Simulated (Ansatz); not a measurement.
# Si: the cost of one run

Program: Ansatz 0.2.0. Level of theory: DFT PBEsol, scalar-relativistic, plane waves, PAW. These are calculated values, not measurements.

## (1) The starting structure

It takes space group Cmce (No. 64, orthorhombic). Conventional cell: a = 5.748 Å, b = 3.799 Å, c = 7.749 Å, α = 90.00°, β = 90.00°, γ = 90.00°. Si (site symmetry m) is surrounded by 1 Si at 2.14 Å.

Coordinates:

```cif
data_structure
_symmetry_space_group_name_H-M 'P 1'
_symmetry_Int_Tables_number 1
_cell_length_a 3.4453
_cell_length_b 3.4453
_cell_length_c 7.7491
_cell_angle_alpha 90.000
_cell_angle_beta 90.000
_cell_angle_gamma 66.923
_cell_volume 84.62
loop_
_atom_site_label
_atom_site_type_symbol
_atom_site_fract_x
_atom_site_fract_y
_atom_site_fract_z
_atom_site_occupancy
Si1 Si 0.85000 0.15000 0.11700 1
Si2 Si 0.65000 0.35000 0.61700 1
Si3 Si 0.15000 0.85000 0.88300 1
Si4 Si 0.35000 0.65000 0.38300 1
```

This is candidate A: iodine type (Cmce, No. 64).

(A quick probe on a coarse mesh, which set the mesh and smearing, is not shown.)

## (3) A loose first relaxation (candidate A)

Input file input.yaml:

```yaml
crystal:
  lattice:
    - [2.8742337336, -1.899648622, 0.0]
    - [2.8742337336, 1.899648622, 0.0]
    - [0.0, 0.0, 7.7491401556]
  atoms:
    - { symbol: Si, position: [0.85, 0.15, 0.117] }
    - { symbol: Si, position: [0.65, 0.35, 0.617] }
    - { symbol: Si, position: [0.15, 0.85, 0.883] }
    - { symbol: Si, position: [0.35, 0.65, 0.383] }
basis:
  ecutwfc: 420
kpoints:
  mp_grid: { grid: [6, 6, 2] }
hamiltonian:
  xc: pbesol
scf:
  occupations: { method: gaussian, width: 0.1 }
  lower_state_search: "off"
output:
  forces: true
  stress: true
  eigenvalues: true
relax:
  adjacent_minimum: "off"
  f_tol: 0.04
  max_steps: 70
  cell: { stress_tol: 0.4 }
```

**Question.** How long does this run take on 1 thread of an x86-64 CPU, shared host, and how much memory does it need?

About 7.7 s, with a peak of 0.4 GiB.
